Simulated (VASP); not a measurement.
# AlN (F-43m) in VASP: further runs

One crystal, AlN, is run at these levels: r2SCAN, r2SCAN+rVV10; tasks: relaxation of cell and atoms.

Everything below comes from runs of VASP 6.6.1. Logs are shortened: lines on timing, memory, paths and dates and some standing lists are left out, and cuts for length are marked.

## Step 1: Starting point

The structure is cubic, space group F-43m (No. 216). The conventional cell has a = 4.368 Å, b = 4.368 Å, c = 4.368 Å, α = 90.00°, β = 90.00°, γ = 90.00°. Around Al (site symmetry -43m) lie 4 N at 1.89 Å. N (site symmetry -43m) is surrounded by 4 Al at 1.89 Å.

Measurements of this composition are mostly on another form, of space group No. 186.

## Step 2: Relaxation of cell and atoms, r2SCAN

File INCAR:

```
ALGO = Normal ; EDIFF = 1E-7
EDIFFG = -0.005 ; ENCUT = 600
IBRION = 2 ; ISIF = 3
ISMEAR = 0 ; LASPH = T
LCHARG = F ; LMIXTAU = T
LREAL = F ; LWAVE = F
METAGGA = R2SCAN ; NELM = 100
NSW = 90 ; PREC = Accurate
SIGMA = 0.02
```

File KPOINTS:

```
k-points
0
Gamma
  10 10 10
```

File POSCAR:

```
AlN
1.0
    0.0000000000      2.1839935600      2.1839935600
    2.1839935600      0.0000000000      2.1839935600
    2.1839935600      2.1839935600      0.0000000000
Al N
1 1
Direct
    0.0000000000      0.0000000000      0.0000000000
    0.2500000000      0.2500000000      0.2500000000
```

Potentials or basis: VASP PAW PBE potentials, release 64 (Al, N).

Command:

```sh
cat potpaw_PBE.64/Al/POTCAR potpaw_PBE.64/N/POTCAR > POTCAR
mpirun -np 1 vasp_std > vasp.out
```

OUTCAR:

```text
EDIFF = 1E-7
   EDIFFG = -0.005
   ENCUT = 600
   IBRION = 2
   ISIF = 3
   ISMEAR = 0
   LASPH = T
   LREAL = F
   METAGGA = R2SCAN
   NELM = 100
   NSW = 90
   PREC = Accurate

 ion  position               nearest neighbor table
   1  0.000  0.000  0.000-   2 1.89   2 1.89   2 1.89   2 1.89
   2  0.250  0.250  0.250-   1 1.89   1 1.89   1 1.89   1 1.89

  LATTYP: Found a face centered cubic cell.
 ALAT       =     4.3679871200

  Lattice vectors:

 A1 = (   0.0000000000,   2.1839935600,   2.1839935600)
 A2 = (   2.1839935600,   0.0000000000,   2.1839935600)
 A3 = (   2.1839935600,   2.1839935600,   0.0000000000)

Analysis of symmetry for initial positions (statically):
=====================================================================
 Subroutine PRICEL returns:
 Original cell was already a primitive cell.

 Routine SETGRP: Setting up the symmetry group for a
 face centered cubic supercell.

 Subroutine GETGRP returns: Found 24 space group operations
 (whereof 24 operations were pure point group operations)
 out of a pool of 48 trial point group operations.

The static configuration has the point symmetry T_d .

Analysis of symmetry for dynamics (positions and initial velocities):
=====================================================================
 Subroutine PRICEL returns:
 Original cell was already a primitive cell.

 Routine SETGRP: Setting up the symmetry group for a
 face centered cubic supercell.

 Subroutine GETGRP returns: Found 24 space group operations
 (whereof 24 operations were pure point group operations)
 out of a pool of 48 trial point group operations.

The dynamic configuration has the point symmetry T_d .

 Subroutine INISYM returns: Found 24 space group operations
 (whereof 24 operations are pure point group operations),
 and found     1 'primitive' translations

----------------------------------------------------------------------------------------

                                     Primitive cell

  volume of cell :      20.8345

  direct lattice vectors                    reciprocal lattice vectors
     0.000000000  2.183993560  2.183993560    -0.228938404  0.228938404  0.228938404
     2.183993560  0.000000000  2.183993560     0.228938404 -0.228938404  0.228938404
     2.183993560  2.183993560  0.000000000     0.228938404  0.228938404 -0.228938404

  length of vectors
     3.088633313  3.088633313  3.088633313     0.396532948  0.396532948  0.396532948

  position of ions in fractional coordinates (direct lattice)
     0.000000000  0.000000000  0.000000000
     0.250000000  0.250000000  0.250000000

  ion indices of the primitive-cell ions
   primitive index   ion index
                 1           1
                 2           2

----------------------------------------------------------------------------------------

 KPOINTS: k-points

Automatic generation of k-mesh.
 Grid dimensions read from file:
 generate k-points for:   10   10   10

 Generating k-lattice:

  Cartesian coordinates                     Fractional coordinates (reciprocal lattice)
    -0.022893840  0.022893840  0.022893840     0.100000000  0.000000000  0.000000000
     0.022893840 -0.022893840  0.022893840     0.000000000  0.100000000  0.000000000
     0.022893840  0.022893840 -0.022893840     0.000000000  0.000000000  0.100000000

  Length of vectors
     0.039653295  0.039653295  0.039653295

  Shift w.r.t. Gamma in fractional coordinates (k-lattice)
     0.000000000  0.000000000  0.000000000

 Subroutine IBZKPT returns following result:
 ===========================================

 Found     47 irreducible k-points:

 Following reciprocal coordinates:
            Coordinates               Weight
  0.000000  0.000000  0.000000      1.000000
  0.100000  0.000000  0.000000      8.000000
  0.200000  0.000000  0.000000      8.000000
  0.300000  0.000000  0.000000      8.000000
  0.400000  0.000000  0.000000      8.000000
  0.500000  0.000000  0.000000      4.000000
[... 16 lines left out ...]
  0.300000  0.300000  0.000000      6.000000
  0.400000  0.300000  0.000000     24.000000
 [... further k-points ...]
   k-points           NKPTS =     47   k-points in BZ     NKDIM =     47   number of bands    NBANDS=      8
   number of dos      NEDOS =    301   number of ions     NIONS =      2
   total plane-waves  NPLWV =  21952
   dimension x,y,z NGX =    28 NGY =   28 NGZ =   28
   dimension x,y,z NGXF=    56 NGYF=   56 NGZF=   56
   ions per type =               1   1
   NGX,Y,Z   is equivalent  to a cutoff of  15.07, 15.07, 15.07 a.u.
   NGXF,Y,Z  is equivalent  to a cutoff of  30.14, 30.14, 30.14 a.u.
 SYSTEM =  unknown system
   PREC   = accura    normal or accurate (medium, high low for compatibility)
   ISTART =      0    job   : 0-new  1-cont  2-samecut
   ICHARG =      2    charge: 1-file 2-atom 10-const
   ISPIN  =      1    spin polarized calculation?
   LNONCOLLINEAR =      F non collinear calculations
   LSORBIT =      F    spin-orbit coupling
   LASPH  =      T    aspherical Exc in radial PAW
   ENCUT  =  600.0 eV  44.10 Ry    6.64 a.u.   6.17  6.17  6.17*2*pi/ulx,y,z
   NELM   =    100;   NELMIN=  2; NELMDL= -5     # of ELM steps
   EDIFF  = 0.1E-06   stopping-criterion for ELM
   LREAL  =      F    real-space projection
   EDIFFG = -.5E-02   stopping-criterion for IOM
   NSW    =     90    number of steps for IOM
   IBRION =      2    ionic relax: 0-MD 1-quasi-New 2-CG
   NFREE  =      1    steps in history (QN), initial steepest desc. (CG)
   ISIF   =      3    stress and relaxation
   ISYM   =      2    0-nonsym 1-usesym 2-fastsym
   POTIM  = 0.5000    time-step for ionic-motion
   TEBEG  =    0.0;   TEEND  =   0.0 temperature during run
   PSTRESS=    0.0 pullay stress
   NELECT =       8.0000    total number of electrons
   NUPDOWN=      -1.0000    fix difference up-down
   EMIN   =  10.00;   EMAX   =-10.00  energy-range for DOS
   EFERMI =   0.00;   METHOD = LEGACY
   ISMEAR =     0;   SIGMA  =   0.02  broadening in eV -4-tet -1-fermi 0-gaus
   EFERMI_NEDOS =   21; number of points for ismear=-14 and -15
   IALGO  =     38    algorithm
   IMIX   =      4    mixing-type and parameters
     AMIX     =   0.40;   BMIX     =  1.00
     AMIX_MAG =   1.60;   BMIX_MAG =  1.00
  volume/ion in A,a.u.               =      10.42        70.30
  Fermi-wavevector in a.u.,A,eV,Ry     =   1.189899  2.248583 19.263943  1.415860
  Thomas-Fermi vector in A             =   2.325996
   LORBIT       =      0    0 simple, 1 ext, 2 COOP (PROOUT), +10 PAW based schemes
   METAGGA = R2SCAN    functional components
   LHFCALC =     F    Hartree Fock is set to
   AEXX    =    0.0000 exact exchange contribution
   IVDW    =     0    specifies the selected vdW correction
   LEPSILON=     F    determine dielectric tensor
   LRPA    =     F    only Hartree local field effects (RPA)
 conjugate gradient relaxation of ions
 non-spin polarized calculation
 Gauss-broadening in eV      SIGMA  =   0.02
  energy-cutoff  :      600.00
  volume of cell :       20.83
 maximum number of plane-waves:       725
 NGX is ok and might be reduce to    28
   NGX = 13   NGY = 13   NGZ = 13

 number of electron       7.9999999 magnetization

 Free energy of the ion-electron system (eV)
  ---------------------------------------------------
  ext. energy  EPLUGINS =         0.00000000
  ---------------------------------------------------
  free energy    TOTEN  =       -19.17971688 eV

  energy without entropy =      -19.17971688  energy(sigma->0) =      -19.17971688

 E-fermi :   5.8339     XC(G=0): -11.4180

 val. band max:        5.6931499492   @ k =   0.0000   0.0000   0.0000
 cond. band min:       9.6277456978   @ k =   0.5000   0.5000   0.0000
 fundamental gap:      3.9345957486
 Fermi energy:         5.8339424501

 k-point     1 :       0.0000    0.0000    0.0000
  band No.  band energies     occupation
      1     -10.0490      2.00000
      2       5.6931      2.00000
      3       5.6931      2.00000
      4       5.6931      2.00000
      5      10.5852      0.00000
      6      19.2147      0.00000
      7      19.2147      0.00000
      8      19.2147      0.00000

 k-point     2 :       0.1000    0.0000    0.0000
  band No.  band energies     occupation
      1      -9.9022      2.00000
      2       4.8927      2.00000
      3       5.6412      2.00000
      4       5.6412      2.00000
      5      11.2441      0.00000
      6      18.8356      0.00000
      7      19.3552      0.00000
      8      19.3552      0.00000

 k-point     3 :       0.2000    0.0000    0.0000
  band No.  band energies     occupation
      1      -9.4863      2.00000
      2       3.2691      2.00000
      3       5.5114      2.00000
      4       5.5114      2.00000
      5      12.4103      0.00000
      6      18.0443      0.00000
      7      19.2463      0.00000
      8      19.2463      0.00000

 k-point     4 :       0.3000    0.0000    0.0000
  band No.  band energies     occupation
      1      -8.8879      2.00000
      2       1.5966      2.00000
      3       5.3619      2.00000
      4       5.3619      2.00000
      5      13.3061      0.00000
      6      17.2812      0.00000
      7      18.5085      0.00000
      8      18.5085      0.00000

 k-point     5 :       0.4000    0.0000    0.0000
  band No.  band energies     occupation
      1      -8.2989      2.00000
      2       0.3037      2.00000
      3       5.2489      2.00000
      4       5.2489      2.00000
      5      13.7688      0.00000
      6      16.7283      0.00000
      7      17.8693      0.00000
      8      17.8693      0.00000
[... 177 lines left out ...]
 k-point    22 :      -0.2000    0.2000    0.0000
  band No.  band energies     occupation
      1      -8.6907      2.00000
      2       1.9056      2.00000
      3       3.9915      2.00000
      4       5.4386      2.00000
      5      14.0569      0.00000
      6      16.5079      0.00000
      7      18.0837      0.00000
      8      19.0347      0.00000

 k-point    23 :       0.3000    0.3000    0.0000
  band No.  band energies     occupation
      1      -8.5132      2.00000
      2       2.1442      2.00000
      3       4.4333      2.00000
      4       4.4333      2.00000
      5      11.7006      0.00000
      6      16.2861      0.00000
      7      18.5561      0.00000
      8      21.3094      0.00000

 k-point    24 :       0.4000    0.3000    0.0000
  band No.  band energies     occupation
      1      -8.0610      2.00000
      2       1.5015      2.00000
      3       3.9741      2.00000
      4       4.2665      2.00000
      5      11.2665      0.00000
      6      16.1139      0.00000
      7      18.9925      0.00000
      8      21.3779      0.00000

 [... further k-points ...]

------------------------ aborting loop because EDIFF is reached ----------------------------------------

  FORCE on cell =-STRESS in cart. coord.  units (eV):
  Direction    XX          YY          ZZ          XY          YZ          ZX
  --------------------------------------------------------------------------------------
  -------------------------------------------------------------------------------------
  Total       -0.0096135     -0.0096135     -0.0096135     -0.0000000      0.0000000     -0.0000000
  in kB       -0.7392785     -0.7392785     -0.7392785     -0.0000000      0.0000000     -0.0000000
  external PRESSURE =      -0.7392785 kB  Pullay stress =       0.0000000 kB

 VOLUME and BASIS-vectors are now :
 -----------------------------------------------------------------------------
  energy-cutoff  :      600.00
  volume of cell :       20.83
      direct lattice vectors                 reciprocal lattice vectors
     0.000000000  2.183993560  2.183993560    -0.228938404  0.228938404  0.228938404
     2.183993560  0.000000000  2.183993560     0.228938404 -0.228938404  0.228938404
     2.183993560  2.183993560  0.000000000     0.228938404  0.228938404 -0.228938404

 POSITION                                       TOTAL-FORCE (eV/Angst)
 -----------------------------------------------------------------------------------
      0.00000      0.00000      0.00000        -0.000000     -0.000000     -0.000000
      1.09200      1.09200      1.09200         0.000000      0.000000      0.000000
 -----------------------------------------------------------------------------------
    total drift:                                0.000002      0.000002      0.000002

  FREE ENERGIE OF THE ION-ELECTRON SYSTEM (eV)
  ---------------------------------------------------
  free  energy   TOTEN  =       -19.1797168808 eV

  energy  without entropy=      -19.1797168808  energy(sigma->0) =      -19.17971688

 reached required accuracy - stopping structural energy minimisation
```

It took 80 s on 1 thread of Intel Xeon Platinum 8375C at 2.90GHz (Ice Lake), shared host; peak memory 0.15 GiB.

What came out:

| Item | Value |
| --- | --- |
| Free energy | -19.1797 eV |
| Pressure after relaxing | -0.1 GPa |
| Band gap on the k mesh | 3.93 eV, indirect (least direct gap 4.89 eV) |

Final structure:
```cif
data_structure
_symmetry_space_group_name_H-M 'P 1'
_symmetry_Int_Tables_number 1
_cell_length_a 3.0886
_cell_length_b 3.0886
_cell_length_c 3.0886
_cell_angle_alpha 60.000
_cell_angle_beta 60.000
_cell_angle_gamma 60.000
_cell_volume 20.83
loop_
_atom_site_label
_atom_site_type_symbol
_atom_site_fract_x
_atom_site_fract_y
_atom_site_fract_z
_atom_site_occupancy
Al1 Al 0.00000 0.00000 0.00000 1
N1 N 0.25000 0.25000 0.25000 1
```

Caveat: the relaxation stopped at its first step, so nothing moved; the PAW data sets were made with another functional, which shifts forces and pressure a little. A k mesh can miss the band edges.

[end of part 1 of 2]
